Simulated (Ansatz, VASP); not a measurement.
## CdTe: VASP beside Ansatz

```
Cd Te
1.0
     4.58852    0.00000    0.00000
     0.00000    6.48915    0.00000
     0.00000    0.00000    4.58852
Cd Te
2 2
Direct
  0.00000 0.00000 0.00000
  0.50000 0.50000 0.50000
  0.00000 0.25000 0.50000
  0.50000 0.75000 0.00000
```

Alike in both runs: functional PBEsol; k mesh 6 × 4 × 6; occupations gaussian, width 0.02 eV; no spin polarisation.

Ansatz relaxed the structure, and its values are those at the end. VASP's run is a single point on that final structure, the one shown.

|  | VASP | Ansatz |
| --- | --- | --- |
| version | VASP 6.6.1 | Ansatz 0.2.0 |
| potentials or method | VASP PAW PBE potentials, release 64 (Cd, Te) | scalar-relativistic, plane waves, PAW |
| plane-wave cutoff (eV) | 520 | 420 |
| valence electrons in the cell | 36 | 72 |

Ansatz gave:

- gap on the k mesh at the Fermi level (eV): 0.65
- least direct gap on the mesh (eV): 0.65
- pressure (GPa): 0.0

Task: Estimate VASP's values.

Result: gap on the k mesh at the Fermi level (eV): 0.65; least direct gap on the mesh (eV): 0.65; pressure (GPa): 0.2.

The two sets of potentials don't hold the same shells in valence. Ansatz warned: «stress_scf_threshold_loose».

Caveats: the PAW data sets were made with another functional, which shifts forces and pressure a little (VASP); spin-orbit coupling is left out, which moves the levels of the heavy elements. PBEsol gaps usually lie below the measured ones, often by a third to a half.
